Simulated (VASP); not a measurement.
Here is a VASP 6.6.1 calculation.

The input INCAR:

```
SYSTEM = InSe
  PREC = Accurate
  ENCUT = 520
  EDIFF = 1E-6
  ISMEAR = 0
  SIGMA = 0.02
  LREAL = .False.
  LASPH = .True.
  NELM = 100
  ALGO = Fast
  ISIF = 2
  LWAVE = .False.
  LCHARG = .False.
  LDIPOL = .True.
  IDIPOL = 3
  DIPOL = 0.5 0.5 0.500
  GGA = PE
  IVDW = 12
  NBANDS = 27
```

File KPOINTS:

```
regular mesh
0
Gamma
  9 9 1
  0 0 0
```

File POSCAR:

```
InSe
1.0
    4.0266404765      0.0000000000      0.0000000000
   -2.0133202383      3.4871729445      0.0000000000
    0.0000000000      0.0000000000     36.7211901288
Se In
2 2
Direct
    0.0000000000      0.0000000000      0.4266561054
    0.0000000000      0.0000000000      0.5733161498
    0.6666666667      0.3333333333      0.4619360775
    0.6666666667      0.3333333333      0.5380362314
```

Potentials or basis: VASP PAW PBE potentials, release 64 (Se, In_d).

Command:

```bash
$ cat potpaw_PBE.64/Se/POTCAR potpaw_PBE.64/In_d/POTCAR > POTCAR
$ mpirun -np 1 vasp_std > vasp.out
```

Task: Predict the band gap on the k mesh.

Result: 1.62 eV, indirect (least direct gap 1.69 eV).

Task: What does it give for the dispersion energy per atom?

Result: -0.221 eV.

Forces in eV/Å, atoms in the order of the input:
```
Se   0.000  0.000 -0.014
Se   0.000  0.000  0.014
In   0.000  0.000  0.012
In   0.000  0.000 -0.012
```

Caveat: spin-orbit coupling is left out, which moves the levels of the heavy elements.
